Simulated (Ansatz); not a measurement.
## Cu(111) with 4 layers of random Cu-Ru, 2x2: scattering by chemical disorder

Aim: the residual resistivity of a random alloy, from Cu(111) with 4 layers of random Cu-Ru, 2x2 and longer regions.

Calculated with Ansatz 0.2.0; Ansatz plane-wave DFT, PBE, PAW files; ballistic transport by layer matching (Landauer), zero bias; PAW set soft_1.

### 1. Starting point

The cell holds 40 atoms: 36 Cu and 4 Ru. Cell: a = 5.112 Å, b = 5.112 Å, c = 20.923 Å, α = 93.5°, β = 86.5°, γ = 120.0°. It derives from Cu. Regions: lead, 24 atoms (24 Cu); scattering region, 16 atoms (4 Ru and 12 Cu). The structure is stacked along c, and the current runs across the ab planes.

### 2. With 4 alloy layers

In 4 layers a share of 0.25 of the sites is given to Ru at random. The layers about the cell's end stay perfect and serve as the lead. Disorder leaves little or no symmetry, which makes such runs dear. Energies from -0.05 to 0.05 eV in steps of 0.05 eV are too few for the program's thermal sum, so it prints no conductance; for a metal the transmission near the Fermi level serves, at a fraction of the cost.

Contents of input.yaml:

```yaml
crystal:
  lattice:
    - [5.1123254594, 0.0, 0.0]
    - [-2.5561627297, 4.4274037203, 0.0]
    - [1.2780813649, -0.73790062, 20.8709812911]
  atoms:
    - { symbol: Cu, position: [0.9916666667, 0.0083333333, 0.05] }
    - { symbol: Cu, position: [0.9916666667, 0.5083333333, 0.05] }
    - { symbol: Cu, position: [0.4916666667, 0.0083333333, 0.05] }
    - { symbol: Cu, position: [0.4916666667, 0.5083333333, 0.05] }
    - { symbol: Cu, position: [0.1416666667, 0.3583333333, 0.15] }
    - { symbol: Cu, position: [0.1416666667, 0.8583333333, 0.15] }
    - { symbol: Cu, position: [0.6416666667, 0.3583333333, 0.15] }
    - { symbol: Cu, position: [0.6416666667, 0.8583333333, 0.15] }
    - { symbol: Cu, position: [0.2916666667, 0.2083333333, 0.25] }
    - { symbol: Cu, position: [0.2916666667, 0.7083333333, 0.25] }
    - { symbol: Cu, position: [0.7916666667, 0.2083333333, 0.25] }
    - { symbol: Cu, position: [0.7916666667, 0.7083333333, 0.25] }
    - { symbol: Ru, position: [0.9416666667, 0.0583333333, 0.35] }
    - { symbol: Cu, position: [0.9416666667, 0.5583333333, 0.35] }
    - { symbol: Cu, position: [0.4416666667, 0.0583333333, 0.35] }
    - { symbol: Cu, position: [0.4416666667, 0.5583333333, 0.35] }
    - { symbol: Cu, position: [0.0916666667, 0.4083333333, 0.45] }
    - { symbol: Cu, position: [0.0916666667, 0.9083333333, 0.45] }
    - { symbol: Ru, position: [0.5916666667, 0.4083333333, 0.45] }
    - { symbol: Cu, position: [0.5916666667, 0.9083333333, 0.45] }
    - { symbol: Cu, position: [0.2416666667, 0.2583333333, 0.55] }
    - { symbol: Cu, position: [0.2416666667, 0.7583333333, 0.55] }
    - { symbol: Cu, position: [0.7416666667, 0.2583333333, 0.55] }
    - { symbol: Cu, position: [0.7416666667, 0.7583333333, 0.55] }
    - { symbol: Ru, position: [0.8916666667, 0.1083333333, 0.65] }
    - { symbol: Cu, position: [0.8916666667, 0.6083333333, 0.65] }
    - { symbol: Cu, position: [0.3916666667, 0.1083333333, 0.65] }
    - { symbol: Ru, position: [0.3916666667, 0.6083333333, 0.65] }
    - { symbol: Cu, position: [0.0416666667, 0.4583333333, 0.75] }
    - { symbol: Cu, position: [0.0416666667, 0.9583333333, 0.75] }
    - { symbol: Cu, position: [0.5416666667, 0.4583333333, 0.75] }
    - { symbol: Cu, position: [0.5416666667, 0.9583333333, 0.75] }
    - { symbol: Cu, position: [0.1916666667, 0.3083333333, 0.85] }
    - { symbol: Cu, position: [0.1916666667, 0.8083333333, 0.85] }
    - { symbol: Cu, position: [0.6916666667, 0.3083333333, 0.85] }
    - { symbol: Cu, position: [0.6916666667, 0.8083333333, 0.85] }
    - { symbol: Cu, position: [0.8416666667, 0.1583333333, 0.95] }
    - { symbol: Cu, position: [0.8416666667, 0.6583333333, 0.95] }
    - { symbol: Cu, position: [0.3416666667, 0.1583333333, 0.95] }
    - { symbol: Cu, position: [0.3416666667, 0.6583333333, 0.95] }
kpoints:
  mp_grid: { grid: [5, 5, 1] }
hamiltonian:
  xc: pbe
  pseudopotentials: { kind: paw, azcp: { folder: soft_1 } }
scf:
  occupations: { method: fermi_dirac, width: 0.1 }
output:
  transmission:
    leads: [[0, 4]]
    kmesh: [10, 10]
    e_range: [-0.05, 0.05]
    de: 0.05
  write_potential: true
  write_density: true
  volumetric_format: npy
```

Run with:

```bash
ansatz run input.yaml --threads 8 --pin off --max-ram 15360MiB --backend cpu --events-out ev --progress --plain --runs-dir out
```

Numbers of over 12 decimals in the logs are rounded to 6 here.

What it wrote:

```text
Engine: ansatz 0.2.0, aarch64-unknown-linux-gnu
Pseudopotentials: kind: paw
Pseudopotential: Cu, paw, valence charge 19, recommended cutoff 420 eV (normal), soft_1/Cu.paw.azcp
Pseudopotential: Ru, paw, valence charge 16, recommended cutoff 420 eV (normal), soft_1/Ru.paw.azcp
Functional definition: PBE
  parameter kappa = 0.804
  parameter beta = 0.066725
  exchange = pbe_x(kappa = kappa, mu = beta*pi^2/3)
  correlation = pbe_c(beta = beta)
Crystal: 40 atoms, lattice volume = 472.401 Å³
Basis set: ecut = 420 eV, 9295 PW (Γ)
Bands: 449, of which v1, the nominal top of the filled ones, is band 374 counted from 1 (373 counted from 0)
Symmetry: 2 space group operations
Space group: Cm (ITA 8), of the structure as read, at distance tolerance 7.8e-5 Å
k-points: 9 of 25 (time reversal used)
Non-local potential: Cu, projectors of the file, l = 0: 3, l = 1: 2, l = 2: 3, l = 3: 1
Non-local potential: Ru, projectors of the file, l = 0: 3, l = 1: 2, l = 2: 2, l = 3: 1
PAW form: soft (Blöchl's): semilocal exchange-correlation on the pseudo side does not see the compensation charge
PAW one-centre angular grid: Cu, 590 points (default); XC on 64 Gauss nodes
PAW one-centre angular grid: Ru, 590 points (default); XC on 64 Gauss nodes
Initial density: superposition of atomic densities (chi_scale 0.1, normalization cell, long waves of neutral atoms (reshape's long-wave potential 3.33 eV rms, cloud 2.78 Å wide))
Initial wavefunctions: pseudopotential atomic-orbital guess
Functional: x = pbe(κ = 0.804, μ = 0.219515), c = pbe(β = 0.066725)
SCF iter   1: F=—  HF=-262050.715875 eV  |F-HF|=—  |Δ(HF+E_count)|=         —  Δρ=2.44e-1  dr2=1.83e2  ethr=3.10e-3  ⟨swp⟩=4.6  Hψ=11965  notcnv=0  defer=68
preconditioner: auto → Kerker (q_TF=auto, 2.945 Å⁻¹)  [metal: Δε(μ)=0.029 eV  Ē_g=8.893 eV  σ=0.100 eV  W_gap=0.07  n_scr=212 (ndim 8)  ℏωp=35.3 eV  f_vac=0.000  D(μ)=29.32/eV (n_scr^D=308)]
SCF iter   2: F=—  HF=-262023.653529 eV  |F-HF|=—  |Δ(HF+E_count)|=    2.71e1  Δρ=6.98e-2  dr2=2.41e1  ethr=3.10e-3  ⟨swp⟩=2.0  Hψ=7783  notcnv=0  defer=436
SCF iter   3: F=—  HF=-262018.502531 eV  |F-HF|=—  |Δ(HF+E_count)|=    5.15e0  Δρ=4.38e-2  dr2=1.05e1  ethr=3.10e-3  ⟨swp⟩=2.0  Hψ=4801  notcnv=0  defer=461
SCF iter   4: F=—  HF=-262017.197442 eV  |F-HF|=—  |Δ(HF+E_count)|=    1.31e0  Δρ=9.70e-3  dr2=2.09e0  ethr=1.41e-3  ⟨swp⟩=2.0  Hψ=5539  notcnv=0  defer=461
SCF iter   5: F=—  HF=-262017.496932 eV  |F-HF|=—  |Δ(HF+E_count)|=   2.99e-1  Δρ=7.10e-3  dr2=2.31e-1  ethr=2.79e-4  ⟨swp⟩=3.0  Hψ=6719  notcnv=0  defer=463
SCF iter   6: F=—  HF=-262017.464534 eV  |F-HF|=—  |Δ(HF+E_count)|=   3.24e-2  Δρ=2.69e-3  dr2=8.66e-2  ethr=3.09e-5  ⟨swp⟩=2.0  Hψ=6938  notcnv=0  defer=463
SCF iter   7: F=—  HF=-262017.463149 eV  |F-HF|=—  |Δ(HF+E_count)|=   1.39e-3  Δρ=7.17e-4  dr2=1.65e-2  ethr=1.16e-5  ⟨swp⟩=2.0  Hψ=3623  notcnv=0  defer=463
SCF iter   8: F=—  HF=-262017.464954 eV  |F-HF|=—  |Δ(HF+E_count)|=   1.80e-3  Δρ=5.19e-4  dr2=2.23e-3  ethr=2.21e-6  ⟨swp⟩=1.2  Hψ=3580  notcnv=0  defer=463
SCF iter   9: F=—  HF=-262017.464840 eV  |F-HF|=—  |Δ(HF+E_count)|=   1.14e-4  Δρ=2.90e-4  dr2=2.88e-4  ethr=2.98e-7  ⟨swp⟩=2.0  Hψ=6636  notcnv=0  defer=463
SCF iter  10: F=—  HF=-262017.464813 eV  |F-HF|=—  |Δ(HF+E_count)|=   2.71e-5  Δρ=6.89e-5  dr2=7.01e-5  ethr=3.85e-8  ⟨swp⟩=2.0  Hψ=6622  notcnv=0  defer=463
SCF iter  11: F=—  HF=-262017.464715 eV  |F-HF|=—  |Δ(HF+E_count)|=   9.73e-5  Δρ=3.49e-5  dr2=2.09e-5  ethr=9.37e-9  ⟨swp⟩=1.1  Hψ=3631  notcnv=0  defer=463
SCF iter  12: F=—  HF=-262017.464714 eV  |F-HF|=—  |Δ(HF+E_count)|=   1.47e-6  Δρ=2.33e-5  dr2=3.38e-6  ethr=2.79e-9  ⟨swp⟩=2.2  Hψ=5301  notcnv=0  defer=463
SCF iter  13: F=—  HF=-262017.464714 eV  |F-HF|=—  |Δ(HF+E_count)|=   3.49e-7  Δρ=6.11e-6  dr2=6.94e-7  ethr=4.52e-10  ⟨swp⟩=2.0  Hψ=5127  notcnv=0  defer=463
SCF iter  14: F=—  HF=-262017.464714 eV  |F-HF|=—  |Δ(HF+E_count)|=   1.08e-8  Δρ=3.88e-6  dr2=2.64e-7  ethr=9.28e-11  ⟨swp⟩=1.4  Hψ=3781  notcnv=0  defer=463
SCF iter  15: F=-262017.464714 eV  HF=-262017.464714 eV  |F-HF|=3.27e-8  |Δ(HF+E_count)|=   4.42e-9  Δρ=1.71e-6  dr2=3.21e-8  ethr=1.34e-11  ⟨swp⟩=6.4  Hψ=14382  notcnv=0
SCF 1 converged in 15 iterations: F = -262017.464714 eV  dr2 = 3.21e-8
  greatest PAW one-centre occupation: 1.000 electrons in one spin orbital (limit 2), on the Ru atom at site 24 (counted from 0), in its partial waves of l = 0
transmission: 108 of 992 steps passed
transmission: 210 of 992 steps passed
[...]
transmission: 992 of 992 steps passed
SCF converged after 15 iterations
Free energy (F): -262017.464714 eV
Harris-Foulkes:  -262017.464714 eV  (|F-HF|=3.27e-8)
Internal energy: -262016.714468 eV  (E = F + TS)
E sigma→0 (E₀):  -262017.089591 eV
Entropy (-TS):   -0.750245 eV (-18.756 meV/atom)
Fermi energy:    17.336127 eV
--- Per-component energies (eV) ---
  E_band       = -13097.423494
  E_kinetic    = 11282.299096
  E_local      = -167623.739598  (includes V_loc(G=0)·N_el)
  E_nonlocal   = 33668.162854
  E_hartree    = 70725.055202
  E_xc         = -3172.156972
  E_vxc        = -4078.401740  (∫ρ·V_xc dr)
  E_paw        = -79325.806529  (= ΣΔE_a)
  E_vpaw       = -27795.895767  (= ΣTr[D̂ρ^β])
  E_aug_tail   = 0.039777  (compensation charges beyond the density's cutoff)
  E_ewald      = -127570.568298
  E_smearing   = -0.750245  (= −TS)
  E_closure    = -0.000000  (closes the sum)
  Σ components = -262017.464714   (vs F -262017.464714, Δ=0.00e0)
--- Band table (eV; the first three rows and the last of 9) ---
  k-point 0: bands = [... 370 lower, 17.4653, 17.4799, 17.6009, 17.7498, 17.9898, 18.0378, 18.0501, 18.1290, ... 71 higher]
  k-point 1: bands = [... 370 lower, 17.1675, 17.2366, 17.2626, 17.3181, 17.4429, 17.5441, 17.6069, 17.7570, ... 71 higher]
  k-point 2: bands = [... 370 lower, 16.9792, 17.0964, 17.1473, 17.1579, 17.2389, 17.3647, 17.5398, 17.6537, ... 71 higher]
  k-point 8: bands = [... 370 lower, 17.1157, 17.1171, 17.2428, 17.2687, 17.3901, 17.4052, 17.5993, 17.7078, ... 71 higher]
--- Transmission ---
  basis      : 199 plane waves across, 32 finite elements along
  points     : 31, standing for a mesh of 10 x 10
  energies   : 3 from -0.050000 to 0.050000 eV about the Fermi level, 0.050000 eV apart; the leads are filled to 0.000000 eV, and channels, transmission and decay are at 0.000000 eV
  crystal 0  : Cu4, at the sites [0, 4], period 2.0871 Å, over 12.52 Å; its Hamiltonian steps by up to 25.1 meV: too much for a lead, lay more layers or, if its atoms are ordered, name the step of that order
    offset         : up to 0.0000 Å between an atom of the period and one for which it stands
    channels       : 3.210000e0 a spin
    conductance    : none, the energies end too early or step too widely for 300 K: set another output.transmission.e_range or a lower de, or, where they end at an eighth of basis.ecutwfc, a higher one
  junction   : crystal 0 to crystal 0, 0.70 to 19.48 Å
    transmission   : 1.082367e0 a spin
    conductance    : none, the energies end too early or step too widely for 300 K: set another output.transmission.e_range or a lower de, or, where they end at an eighth of basis.ecutwfc, a higher one
```

The job ended after 2.5 min (8 threads of Arm Neoverse V2, shared host; peak memory 7.6 GiB).

Reading the cycles: dr2 is the Hartree energy of the density residual (eV), the measure of convergence; HF is the Harris–Foulkes estimate of the energy, which meets the free energy F at convergence.

Numbers from this step:

| Item | Value |
| --- | --- |
| free energy | -262017.4647 eV |
| energy at zero smearing | -262017.0896 eV |
| Fermi energy | 17.34 eV |
| cell area | 22.63 Å² |
| transmission per spin nearest the Fermi level | 1.082 |
| open channels per spin nearest the Fermi level | 3.21 |
| step of the lead's potential | 25.1 meV |

Per spin. The transmission, zone mean by energy, zero at the Fermi level:

| energy (eV) | transmission, zone mean |
| --- | --- |
| -0.0500 | 1.12 |
| 0.0000 | 1.08 |
| 0.0500 | 1.15 |

Per spin. The open channels, zone mean, lead stays at 3.21 for energy from -0.05 to 0.05 eV.

Transmission over k1 and k2. At 0.0000 eV from the Fermi level.

Values, 10 rows by 10 columns:
```
0.52 1.80 0.54 0.41 1.07 0.97 0.99 0.97 0.97 0.11
0.25 0.54 1.70 1.21 1.03 1.45 0.89 1.04 1.24 0.97
0.95 0.41 1.21 2.26 1.83 1.50 1.20 0.76 1.04 0.97
0.98 1.07 1.03 1.83 1.75 1.72 0.75 1.20 0.89 0.99
0.96 0.97 1.45 1.50 1.72 1.81 1.72 1.50 1.45 0.97
0.98 0.99 0.89 1.20 0.75 1.72 1.75 1.83 1.03 1.07
0.95 0.97 1.04 0.76 1.20 1.50 1.83 2.26 1.21 0.41
0.25 0.97 1.24 1.04 0.89 1.45 1.03 1.21 1.70 0.54
0.52 0.11 0.97 0.97 0.99 0.97 1.07 0.41 0.54 1.80
1.81 0.52 0.25 0.95 0.98 0.96 0.98 0.95 0.25 0.52
```
Columns: k1 (b1) from -0.5 to 0.4; rows upwards: k2 (b2) from -0.5 to 0.4.

Open channels over k1 and k2. At 0.0000 eV from the Fermi level.

Ten even steps from '_' (3.00) to '@' (4.00):
```
__@@______@@________
____@@____@@________
______@@__@@________
____________________
@@@@@@@@______@@@@@@
____________________
__________@@__@@____
__________@@____@@__
__________@@______@@
@@________@@________
```
Columns: k1 (b1) from -0.5 to 0.4; rows upwards: k2 (b2) from -0.5 to 0.4.

Over the solved energies the transmission per spin lies between 1.08 and 1.15, out of 3.21 channels of the lead on average (up to 3.21). The log calls the step of a lead's potential too much.

### 3. With 8 alloy layers

In 8 layers a share of 0.25 of the sites is given to Ru at random. A fresh draw is used; the growth of the resistance with length is what counts.

System of this step: Cu(111) with 8 layers of random Cu-Ru, 2x2. The cell holds 56 atoms: 48 Cu and 8 Ru. Its edges and angles: a = 5.112 Å, b = 5.112 Å, c = 29.257 Å, α = 87.5°, β = 92.5°, γ = 120.0°. It derives from Cu. Regions: lead, 24 atoms (24 Cu); scattering region, 32 atoms (24 Cu and 8 Ru). The structure is stacked along c, and the current runs across the ab planes.

Contents of input.yaml:

```yaml
crystal:
  lattice:
    - [5.1123254594, 0.0, 0.0]
    - [-2.5561627297, 4.4274037203, 0.0]
    - [-1.2780813649, 0.73790062, 29.2193738075]
  atoms:
    - { symbol: Cu, position: [0.005952381, 0.994047619, 0.0357142857] }
    - { symbol: Cu, position: [0.005952381, 0.494047619, 0.0357142857] }
    - { symbol: Cu, position: [0.505952381, 0.994047619, 0.0357142857] }
    - { symbol: Cu, position: [0.505952381, 0.494047619, 0.0357142857] }
    - { symbol: Cu, position: [0.1845238095, 0.3154761905, 0.1071428571] }
    - { symbol: Cu, position: [0.1845238095, 0.8154761905, 0.1071428571] }
    - { symbol: Cu, position: [0.6845238095, 0.3154761905, 0.1071428571] }
    - { symbol: Cu, position: [0.6845238095, 0.8154761905, 0.1071428571] }
    - { symbol: Cu, position: [0.3630952381, 0.1369047619, 0.1785714286] }
    - { symbol: Cu, position: [0.3630952381, 0.6369047619, 0.1785714286] }
    - { symbol: Cu, position: [0.8630952381, 0.1369047619, 0.1785714286] }
    - { symbol: Cu, position: [0.8630952381, 0.6369047619, 0.1785714286] }
    - { symbol: Cu, position: [0.0416666667, 0.9583333333, 0.25] }
    - { symbol: Cu, position: [0.0416666667, 0.4583333333, 0.25] }
    - { symbol: Cu, position: [0.5416666667, 0.9583333333, 0.25] }
    - { symbol: Cu, position: [0.5416666667, 0.4583333333, 0.25] }
    - { symbol: Cu, position: [0.2202380952, 0.2797619048, 0.3214285714] }
    - { symbol: Cu, position: [0.2202380952, 0.7797619048, 0.3214285714] }
    - { symbol: Cu, position: [0.7202380952, 0.2797619048, 0.3214285714] }
    - { symbol: Cu, position: [0.7202380952, 0.7797619048, 0.3214285714] }
    - { symbol: Cu, position: [0.3988095238, 0.1011904762, 0.3928571429] }
    - { symbol: Ru, position: [0.3988095238, 0.6011904762, 0.3928571429] }
    - { symbol: Cu, position: [0.8988095238, 0.1011904762, 0.3928571429] }
    - { symbol: Cu, position: [0.8988095238, 0.6011904762, 0.3928571429] }
    - { symbol: Ru, position: [0.0773809524, 0.9226190476, 0.4642857143] }
    - { symbol: Cu, position: [0.0773809524, 0.4226190476, 0.4642857143] }
    - { symbol: Cu, position: [0.5773809524, 0.9226190476, 0.4642857143] }
    - { symbol: Ru, position: [0.5773809524, 0.4226190476, 0.4642857143] }
    - { symbol: Ru, position: [0.255952381, 0.244047619, 0.5357142857] }
    - { symbol: Cu, position: [0.255952381, 0.744047619, 0.5357142857] }
    - { symbol: Cu, position: [0.755952381, 0.244047619, 0.5357142857] }
    - { symbol: Cu, position: [0.755952381, 0.744047619, 0.5357142857] }
    - { symbol: Cu, position: [0.4345238095, 0.0654761905, 0.6071428571] }
    - { symbol: Cu, position: [0.4345238095, 0.5654761905, 0.6071428571] }
    - { symbol: Cu, position: [0.9345238095, 0.0654761905, 0.6071428571] }
    - { symbol: Cu, position: [0.9345238095, 0.5654761905, 0.6071428571] }
    - { symbol: Cu, position: [0.1130952381, 0.8869047619, 0.6785714286] }
    - { symbol: Ru, position: [0.1130952381, 0.3869047619, 0.6785714286] }
    - { symbol: Cu, position: [0.6130952381, 0.8869047619, 0.6785714286] }
    - { symbol: Cu, position: [0.6130952381, 0.3869047619, 0.6785714286] }
    - { symbol: Ru, position: [0.2916666667, 0.2083333333, 0.75] }
    - { symbol: Cu, position: [0.2916666667, 0.7083333333, 0.75] }
    - { symbol: Ru, position: [0.7916666667, 0.2083333333, 0.75] }
    - { symbol: Ru, position: [0.7916666667, 0.7083333333, 0.75] }
    - { symbol: Cu, position: [0.4702380952, 0.0297619048, 0.8214285714] }
    - { symbol: Cu, position: [0.4702380952, 0.5297619048, 0.8214285714] }
    - { symbol: Cu, position: [0.9702380952, 0.0297619048, 0.8214285714] }
    - { symbol: Cu, position: [0.9702380952, 0.5297619048, 0.8214285714] }
    - { symbol: Cu, position: [0.1488095238, 0.8511904762, 0.8928571429] }
    - { symbol: Cu, position: [0.1488095238, 0.3511904762, 0.8928571429] }
    - { symbol: Cu, position: [0.6488095238, 0.8511904762, 0.8928571429] }
    - { symbol: Cu, position: [0.6488095238, 0.3511904762, 0.8928571429] }
    - { symbol: Cu, position: [0.3273809524, 0.1726190476, 0.9642857143] }
    - { symbol: Cu, position: [0.3273809524, 0.6726190476, 0.9642857143] }
    - { symbol: Cu, position: [0.8273809524, 0.1726190476, 0.9642857143] }
    - { symbol: Cu, position: [0.8273809524, 0.6726190476, 0.9642857143] }
kpoints:
  mp_grid: { grid: [5, 5, 1] }
hamiltonian:
  xc: pbe
  pseudopotentials: { kind: paw, azcp: { folder: soft_1 } }
scf:
  occupations: { method: fermi_dirac, width: 0.1 }
output:
  transmission:
    leads: [[0, 4]]
    kmesh: [10, 10]
    e_range: [-0.05, 0.05]
    de: 0.05
  write_potential: true
  write_density: true
  volumetric_format: npy
```

What it wrote:

```text
[...]
Crystal: 56 atoms, lattice volume = 661.361 Å³
Basis set: ecut = 420 eV, 12983 PW (Γ)
Bands: 624, of which v1, the nominal top of the filled ones, is band 520 counted from 1 (519 counted from 0)
Symmetry: 1 space group operations
[...]
k-points: 13 of 25 (time reversal used)
[...]
SCF iter   1: F=—  HF=-365078.338627 eV  |F-HF|=—  |Δ(HF+E_count)|=         —  Δρ=2.31e-1  dr2=2.71e2  ethr=3.10e-3  ⟨swp⟩=4.2  Hψ=23850  notcnv=0  defer=145
[...]
SCF iter  16: F=-365032.136711 eV  HF=-365032.136711 eV  |F-HF|=4.14e-8  |Δ(HF+E_count)|=   1.46e-9  Δρ=1.14e-6  dr2=4.35e-8  ethr=9.62e-12  ⟨swp⟩=7.8  Hψ=28573  notcnv=0
SCF 1 converged in 16 iterations: F = -365032.136711 eV  dr2 = 4.35e-8
[...]
transmission: 270 of 2600 steps passed
transmission: 534 of 2600 steps passed
[...]
transmission: 2600 of 2600 steps passed
SCF converged after 16 iterations
Free energy (F): -365032.136711 eV
[...]
Internal energy: -365031.081179 eV  (E = F + TS)
E sigma→0 (E₀):  -365031.608945 eV
Entropy (-TS):   -1.055532 eV (-18.849 meV/atom)
Fermi energy:    17.887460 eV
[...]
--- Band table (eV; the first three rows and the last of 13) ---
  k-point 0: bands = [... 516 lower, 18.1600, 18.2009, 18.2415, 18.3140, 18.3389, 18.3726, 18.4120, 18.4964, ... 100 higher]
  k-point 1: bands = [... 516 lower, 17.7962, 17.8720, 17.8789, 17.9192, 17.9972, 18.0400, 18.1218, 18.1638, ... 100 higher]
  k-point 2: bands = [... 516 lower, 17.6395, 17.6550, 17.7369, 17.7658, 17.8324, 17.9002, 17.9437, 17.9831, ... 100 higher]
  k-point 12: bands = [... 516 lower, 17.6232, 17.6967, 17.7715, 17.8657, 17.8935, 17.9511, 18.0672, 18.1418, ... 100 higher]
--- Transmission ---
  basis      : 199 plane waves across, 50 finite elements along
  points     : 52, standing for a mesh of 10 x 10
[...]
channels       : 3.210000e0 a spin
[...]
junction   : crystal 0 to crystal 0, 2.79 to 29.92 Å
    transmission   : 8.660938e-1 a spin
[...]
```

Run time: 7.7 min. Hardware: 8 threads; peak memory 7.8 GiB; 54 min of CPU time.

This step gave:

| Property | Result |
| --- | --- |
| free energy | -365032.1367 eV |
| energy at zero smearing | -365031.6089 eV |
| Fermi energy | 17.89 eV |
| transmission per spin nearest the Fermi level | 0.8661 |
| step of the lead's potential | 8.5 meV |

Per spin. The transmission, zone mean by energy, zero at the Fermi level:

| energy (eV) | transmission, zone mean |
| --- | --- |
| -0.0500 | 0.846 |
| 0.0000 | 0.866 |
| 0.0500 | 0.872 |

Over the solved energies the transmission per spin lies between 0.846 and 0.872, out of 3.21 channels of the lead on average (up to 3.21).

[end of part 1 of 2]

[Logs are printed without paths, hosts, clocks, repeated set-up lines and the standing remarks that a program may print on its own settings, such as how far it seeks lower states.]

[Hosts, paths, dates, database ids (printed as entryN), source tags and the programs' standing remarks are cut or masked in the printed files.]
